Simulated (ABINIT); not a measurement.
# PtSe2 (Sudovikovite) (P-3m1) in ABINIT: a series of runs

Aim: see how the results for PtSe2 (Sudovikovite) move with the level of theory and the settings. Levels: LDA, PBEsol. Tasks: relaxation of cell and atoms.

All numbers are computed with ABINIT 10.8.3 (patched build); they aren't measurements. Logs are shortened: lines on timing, memory, paths and dates and some standing lists are left out, and cuts for length are marked. The log counts tension as positive stress, the text compression.

## Step 1: The crystal as given

It takes space group P-3m1 (No. 164, trigonal). The conventional cell has a = 3.724 Å, b = 3.724 Å, c = 5.062 Å, α = 90.00°, β = 90.00°, γ = 120.00°. Pt (site symmetry -3m) has 6 Se at 2.49 Å as nearest neighbours. Se (site symmetry 3m) is surrounded by 3 Pt at 2.49 Å.

## Step 2: Relaxation of cell and atoms, LDA

The input, run.abi:

```
pp_dirpath "./"
pseudos "Pt.LDA_PW-JTH.xml, Se.LDA_PW-JTH.xml"

acell 7.0373400881 7.0373400881 9.5657936429
rprim
     1.0000000000     0.0000000000     0.0000000000
    -0.5000000000     0.8660254038     0.0000000000
     0.0000000000     0.0000000000     1.0000000000
ntypat 2
znucl 78 34
natom 3
typat 1 2 2
xcart
     0.0000000000     0.0000000000     0.0000000000
     3.5186700444     2.0315050969     7.1743452321
    -0.0000000004     4.0630101945     2.3914484107
chkprim 0
chksymtnons 0
tolsym 1.0e-6

ecut 435.382180 eV
pawecutdg 32.0
pawovlp -1

kptopt 1
ngkpt 8 8 5
nshiftk 1
shiftk 0.0 0.0 0.0

ixc 7

nband 15
occopt 3
tsmear 0.05 eV

nstep 100
tolvrs 1.0e-9

iomode 3
prtwf 0
prtden 0
prteig 0
prtebands 0
enunit 1

ionmov 22
ntime 60
tolmxf 5.0e-5
optcell 2
dilatmx 1.08
ecutsm 0.5
```

Potentials or basis: JTH PAW LDA v2.0.

On the command line:

```
abinit run.abi > log 2>&1
```

run.abo:

```text
.Version 10.8.3 of ABINIT
 Symmetries : space group P-3 m 1 (#164); Bravais hP (primitive hexag.)
================================================================================
 Values of the parameters that define the memory need of the present run
     intxc =       0    ionmov =      22      iscf =      17    lmnmax =      18
     lnmax =       6     mgfft =      40  mpssoang =       3    mqgrid =    3001
     natom =       3  nloc_mem =       2    nspden =       1   nspinor =       1
    nsppol =       1      nsym =      12    n1xccc =       1    ntypat =       2
    occopt =       3   xclevel =       1
       mpw =        1594          nfft =       36000          nkpt =          40
 PAW method is used; the additional fine FFT grid is defined by:
   mgfftf=        54    nfftf =     86400
================================================================================
================================================================================

--------------------------------------------------------------------------------
------------- Echo of variables that govern the present computation ------------
--------------------------------------------------------------------------------
 -outvars: echo values of preprocessed input variables --------
            acell      7.0373400881E+00  7.0373400881E+00  9.5657936429E+00 Bohr
              amu      1.95080000E+02  7.89600000E+01
          chkprim           0
      chksymtnons           0
          dilatmx      1.08000000E+00
             ecut      1.60000000E+01 Hartree
           ecutsm      5.00000000E-01 Hartree
           enunit           1
           ionmov          22
              ixc           7
         kptrlatt        8    0    0      0    8    0      0    0    5
          kptrlen      4.78289682E+01
            natom           3
            nband          15
            ngfft          30      30      40
          ngfftdg          40      40      54
             nkpt          40
            nstep         100
             nsym          12
            ntime          60
           ntypat           2
           occopt           3
          optcell           2
        pawecutdg      3.20000000E+01 Hartree
          pawovlp     -1.0000000000E+00
           prtden           0
        prtebands           0
           prteig           0
            prtwf           0
            rprim      1.0000000000E+00  0.0000000000E+00  0.0000000000E+00
                      -5.0000000000E-01  8.6602540380E-01  0.0000000000E+00
                       0.0000000000E+00  0.0000000000E+00  1.0000000000E+00
          spgroup         164
           tolsym      1.00000000E-06
           tolvrs      1.00000000E-09
           tsmear      1.83746611E-03 Hartree
            typat      1  2  2
           useylm           1
[... 1199 lines left out ...]
 cartesian forces (hartree/bohr) at end:
    1      0.00000000000000    -0.00000000000000    -0.00000000000000
    2      0.00000000000000     0.00000000000000    -0.00000122231447
    3     -0.00000000000000    -0.00000000000000     0.00000122231447
 frms,max,avg= 5.7620457E-07 1.2223145E-06   0.000E+00  0.000E+00  0.000E+00 h/b

 cartesian forces (eV/Angstrom) at end:
    1      0.00000000000000    -0.00000000000000    -0.00000000000000
    2      0.00000000000000     0.00000000000000    -0.00006285393705
    3     -0.00000000000000    -0.00000000000000     0.00006285393705
 frms,max,avg= 2.9629630E-05 6.2853937E-05   0.000E+00  0.000E+00  0.000E+00 e/A
 length scales=  7.071506495148  7.071506495243  8.981584809540 bohr
              =  3.742080081446  3.742080081497  4.752849995777 angstroms
 Fermi (or HOMO) energy (eV) =   4.08319   Average Vxc (eV)= -11.24443
 Eigenvalues (   eV  ) for nkpt=  40  k points:
 kpt#   1, nband= 15, wtk=  0.00313, kpt=  0.0000  0.0000  0.0000 (reduced coord)
 -11.91110   -8.61313   -3.29543   -2.38354   -2.38354    0.15957    0.15957    1.55269
   3.03648    3.03648    4.91699    5.09349    5.09349    7.22891    8.16226
 prteigrs : prtvol=0 or 1, do not print more k-points.

--- !EnergyTerms
iteration_state     : {dtset: 1, itime: 10, icycle: 1, }
comment             : Components of total free energy in Hartree
kinetic             :  1.48148387674668E+01
hartree             :  6.83688257147699E+00
xc                  : -1.55521587961002E+01
Ewald energy        : -4.50416183577071E+01
psp_core            :  5.21216023466558E+00
local_psp           : -2.21697566769747E+01
PAW spherical_terms :  9.31808508122431E+00
internal            : -4.65815671759482E+01
'-kT*entropy'       : -1.33287372938938E-04
total_energy        : -4.65817004633212E+01
total_energy_eV     : -1.26755264330202E+03
...

--- !EnergyTermsDC
iteration_state     : {dtset: 1, itime: 10, icycle: 1, }
comment             : '"Double-counting" decomposition of free energy'
band_energy         : -1.55254785038401E+00
Ewald energy        : -4.50416183577071E+01
psp_core            :  5.21216023466558E+00
xc_dc               : -1.16913999124452E+01
PAW spherical_terms :  6.49181832787942E+00
internal            : -4.65815875579913E+01
'-kT*entropy'       : -1.33287372938938E-04
total_energy_dc     : -4.65817208453643E+01
total_energy_dc_eV  : -1.26755319792567E+03
...

--- !EnergyTermsWithPAWCore
iteration_state     : {dtset: 1, itime: 10, icycle: 1, }
comment             : 'Components of total free energy, including PAW core contributions'
Total energy        : -2.32574448495886E+04
Total energy DC     : -2.32574448699706E+04
Total energy (eV)   : -6.32867314896756E+05
Total energy DC (eV): -6.32867315451380E+05
...

 rms coord change=  7.8761E-03   atom, delta coord (reduced):
     1        0.000000000000     -0.000000000000      0.000000000000
     2        0.000000000000      0.000000000000     -0.016707744161
     3        0.000000000000      0.000000000000      0.016707744161

 Cartesian components of stress tensor (hartree/bohr^3)
  sigma(1 1)=  1.28691999E-07  sigma(3 2)=  0.00000000E+00
  sigma(2 2)=  1.28691517E-07  sigma(3 1)=  0.00000000E+00
  sigma(3 3)= -6.38112820E-08  sigma(2 1)=  0.00000000E+00

-Cartesian components of stress tensor (GPa)         [Pressure= -1.8984E-03 GPa]
- sigma(1 1)=  3.78624933E-03  sigma(3 2)=  0.00000000E+00
- sigma(2 2)=  3.78623516E-03  sigma(3 1)=  0.00000000E+00
- sigma(3 3)= -1.87739273E-03  sigma(2 1)=  0.00000000E+00

== END DATASET(S) ==============================================================
================================================================================

 -outvars: echo values of variables after computation  --------
            acell      7.0715064951E+00  7.0715064952E+00  8.9815848095E+00 Bohr
           etotal     -4.6581720845E+01
            fcart      5.0769855523E-29 -8.7935969257E-29 -0.0000000000E+00
                       5.0769855523E-29  8.7935969257E-29 -1.2223144671E-06
                      -1.0153971105E-28 -1.1210387715E-44  1.2223144671E-06
            rprim      1.0000000000E+00  0.0000000000E+00  0.0000000000E+00
                      -4.9999999999E-01  8.6602540379E-01  0.0000000000E+00
                       0.0000000000E+00  0.0000000000E+00  1.0000000000E+00
           strten      1.2869199890E-07  1.2869151731E-07 -6.3811282047E-08
                       0.0000000000E+00  0.0000000000E+00  0.0000000000E+00
           xangst      1.6116183011E-26 -1.8263962404E-26  0.0000000000E+00
                       1.8710400407E+00  1.0802454712E+00  3.4852280951E+00
                       8.7425535094E-17  2.1604909424E+00  1.2676219007E+00
             xred      1.4888723062E-27 -5.6357444955E-27  0.0000000000E+00
                       6.6666666667E-01  3.3333333333E-01  7.3329225584E-01
                       3.3333333333E-01  6.6666666667E-01  2.6670774416E-01
 Calculation completed.
```

It took 6.2 min on 1 thread of Arm Neoverse V1, shared host; peak memory 0.12 GiB.

What came out:

| Quantity | Value |
| --- | --- |
| Free energy | -1267.5532 eV |
| Relaxed volume | 19.21 Å³/atom |
| Relaxed cell | a = 3.742 Å, b = 3.742 Å, c = 4.753 Å, α = 90.00°, β = 90.00°, γ = 120.00° |
| Space group after relaxing (to 0.05 Å) | P-3m1 (No. 164) |
| Energy gained by relaxing | 13.8 meV/atom |
| Ionic steps | 10 |
| Pressure after relaxing | 0.0 GPa |
| Band gap on the k mesh | none (metal or under the smearing width) |

The path:
```tsv
step	energy change (eV)	largest force (eV/Å)	pressure (GPa)	volume (Å³)
1	0.0000	0.2712	-0.02	60.80
2	-0.0018	0.2425	-0.24	60.79
3	0.1523	1.4152	-7.08	58.00
4	-0.0175	0.0979	-1.01	60.16
5	-0.0242	0.1235	-0.50	59.60
6	-0.0358	0.1414	2.10	56.63
7	-0.0403	0.1186	0.47	57.77
8	-0.0411	0.0684	0.33	57.66
9	-0.0415	0.0007	0.02	57.62
10	-0.0415	0.0001	0.00	57.64
```

Final structure:
```
Pt Se
1.0
     3.74208    0.00000    0.00000
    -1.87104    3.24074    0.00000
     0.00000    0.00000    4.75285
Pt Se
1 2
Direct
  0.00000 0.00000 0.00000
  0.66667 0.33333 0.73329
  0.33333 0.66667 0.26671
```

Caveat: the atomic spheres overlap. LDA usually gives volumes a few per cent too small.

## Step 3: Relaxation of cell and atoms, PBEsol

run.abi, as its differences from that of step 2:

```diff
@@ -1,3 +1,3 @@
 pp_dirpath "./"
-pseudos "Pt.LDA_PW-JTH.xml, Se.LDA_PW-JTH.xml"
+pseudos "Pt.GGA_PBE-JTH.xml, Se.GGA_PBE-JTH.xml"
 
@@ -22,2 +22,3 @@
 pawecutdg 32.0
+pawxcdev 0
 pawovlp -1
@@ -29,3 +30,3 @@
 
-ixc 7
+ixc -116133
```

Potentials or basis: JTH PAW PBE v2.0.

On the command line:

```
abinit run.abi > log 2>&1
```

It took 8 min on 1 thread of Arm Neoverse V1, shared host; peak memory 0.14 GiB.

Results (log left out):

* Free energy: -1259.2685 eV
* Relaxed volume: 19.78 Å³/atom
* Relaxed cell: a = 3.764 Å, b = 3.764 Å, c = 4.837 Å, α = 90.00°, β = 90.00°, γ = 120.00°
* Space group after relaxing (to 0.05 Å): P-3m1 (No. 164)
* Energy gained by relaxing: 11.2 meV/atom
* Ionic steps: 10
* Pressure after relaxing: 0.0 GPa
* Band gap on the k mesh: none (metal or under the smearing width)

Step by step:
```csv
step,energy change (eV),largest force (eV/Å),pressure (GPa),volume (Å³)
1,0.0000,0.4540,2.89,60.80
2,-0.0112,0.2885,1.30,61.33
3,-0.0174,0.0883,-0.28,61.69
4,-0.0190,0.0264,-0.55,61.57
5,-0.0218,0.0702,-0.65,61.01
6,-0.0248,0.1114,-0.54,60.43
7,-0.0309,0.1602,-0.47,59.34
8,-0.0333,0.0386,-0.03,59.32
9,-0.0335,0.0019,0.06,59.32
10,-0.0335,0.0001,-0.01,59.35
```

Final structure:
```xyz
3
Lattice="3.7643 0.0000 0.0000 -1.8822 3.2600 0.0000 0.0000 0.0000 4.8368" Properties=species:S:1:pos:R:3 pbc="T T T"
Pt    0.0000    0.0000    0.0000
Se    1.8822    1.0867    3.5601
Se    0.0000    2.1733    1.2766
```

Levels at points of the mesh, in eV from the Fermi level:
| k point | band 8 | band 9 | band 10 | band 11 | band 12 | band 13 | band 14 | band 15 |
| --- | --- | --- | --- | --- | --- | --- | --- | --- |
| (0.00, 0.00, 0.00) | -2.50 | -1.02 | -1.02 | 0.77 | 1.07 | 1.07 | 3.24 | 4.00 |
| (0.50, 0.00, 0.00) | -3.74 | -3.35 | -3.29 | -2.96 | 0.46 | 2.47 | 4.94 | 6.03 |

Caveat: the PAW data sets were made with another functional, which shifts forces and pressure a little; the atomic spheres overlap.
